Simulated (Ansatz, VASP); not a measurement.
## One calculation of BaTe, two programs

The input INCAR:

```
ALGO = Normal
EDIFF = 1E-6
ENCUT = 520
GGA = PS
ISIF = 2
ISMEAR = 0
LASPH = T
LCHARG = T
LELF = T
LREAL = F
LVHAR = T
LWAVE = F
NBANDS = 15
NELM = 100
PREC = Accurate
SIGMA = 0.05
```

KPOINTS

```
k-points
0
Gamma
  8 8 8
```

POSCAR

```
BaTe
1.0
    0.0000000000      3.4713974052      3.4713974052
    3.4713974052      0.0000000000      3.4713974052
    3.4713974052      3.4713974052      0.0000000000
Ba Te
1 1
Direct
    0.0000000000      0.0000000000      0.0000000000
    0.4584209036      0.4584209036      0.4584209036
```

Input for Ansatz:

```yaml
crystal:
  lattice:
    - [0.0, 3.4713974052, 3.4713974052]
    - [3.4713974052, 0.0, 3.4713974052]
    - [3.4713974052, 3.4713974052, 0.0]
  atoms:
    - { symbol: Ba, position: [0.0, 0.0, 0.0] }
    - { symbol: Te, position: [0.4584209036, 0.4584209036, 0.4584209036] }
basis:
  ecutwfc: 420
kpoints:
  mp_grid: { grid: [8, 8, 8] }
hamiltonian:
  xc: pbesol
scf:
  occupations: { method: gaussian, width: 0.05 }
output:
  forces: true
  stress: true
  eigenvalues: true
```

Change from the starting cell: all Te atoms moved -0.500 Å, as atom 2 along Cartesian [1 1 1].

Alike in both runs: task single point; functional PBEsol; k mesh 8 × 8 × 8; occupations gaussian, width 0.05 eV; no spin polarisation.

|  | VASP | Ansatz |
| --- | --- | --- |
| version | VASP 6.6.1 | Ansatz 0.2.0 |
| potentials or method | VASP PAW PBE potentials, release 64 (Ba_sv, Te) | scalar-relativistic, plane waves, PAW |
| plane-wave cutoff (eV) | 520 | 420 |
| valence electrons in the cell | 16 | 26 |

Ansatz gave:

| Item | Value |
| --- | --- |
| gap on the k mesh at the Fermi level (eV) | 2.26 |
| least direct gap on the mesh (eV) | 2.39 |
| pressure (GPa) | 1.9 |
| largest component of the traceless stress (GPa) | 0.72 |
| rms of the force components (eV/Å) | 0.652 |

Task: Which values does VASP return?

Result: gap on the k mesh at the Fermi level (eV): 2.21; least direct gap on the mesh (eV): 2.35; pressure (GPa): 2.3; largest component of the traceless stress (GPa): 0.77; rms of the force components (eV/Å): 0.688.

Atom by atom the forces differ by 0.036 eV/Å (rms over components). The two sets of potentials don't hold the same shells in valence.

Caveats: the PAW data sets were made with another functional, which shifts forces and pressure a little (VASP); spin-orbit coupling is left out, which moves the levels of the heavy elements. A k mesh can miss the band edges.
